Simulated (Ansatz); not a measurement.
TiSi:

```
Ti Si
1.0
     1.81618   -2.11762    0.00000
     1.81618    2.11762    0.00000
     0.00000    0.00000    3.80393
Ti Si
1 1
Direct
  0.50000 0.50000 0.00000
  0.00000 0.00000 0.50000
```

The cell comes from a database or a generator and needn't be the stable form of this composition.

```yaml
Program: Ansatz 0.2.0
Task: relaxation of cell and atoms
Functional: BLYP
Potentials_or_basis: Ansatz PAW
Cutoff: "420 eV (not typed: the program's choice for these potentials)"
k_mesh: 10 × 10 × 7
Occupations: fermi-dirac, width 0.05 eV
Spin: no spin polarisation
```

At the start: volume 14.63 Å³/atom.

Task: How do energy, volume and symmetry change on relaxing?

Result: It ends after 9 steps and the volume is 15.48 Å³/atom (+5.8 %); space group Cmmm (No. 65, to 0.05 Å).

The path:
```tsv
step	energy change (eV)	largest force (eV/Å)	volume (Å³)
1	0.0000	0.0000	29.26
2	-0.0270	0.0000	30.92
3	-0.0284	0.0000	30.80
4	-0.0289	0.0000	30.81
5	-0.0293	0.0000	30.86
6	-0.0293	0.0000	30.92
7	-0.0300	0.0000	30.92
8	-0.0300	0.0000	30.96
9	-0.0300	0.0000	30.96
```

Final structure:
```xyz
2
Lattice="1.8295 -2.2147 0.0000 1.8295 2.2147 0.0000 0.0000 0.0000 3.8201" Properties=species:S:1:pos:R:3 pbc="T T T"
Ti    1.8295    0.0000    0.0000
Si    0.0000    0.0000    1.9101
```

Caveat: the plane-wave basis is chosen anew once the cell has moved, so the energies of steps on either side of that aren't comparable; the PAW data sets come from PBE, with cores solved anew for the run's functional, which leaves a small shift of forces and pressure.
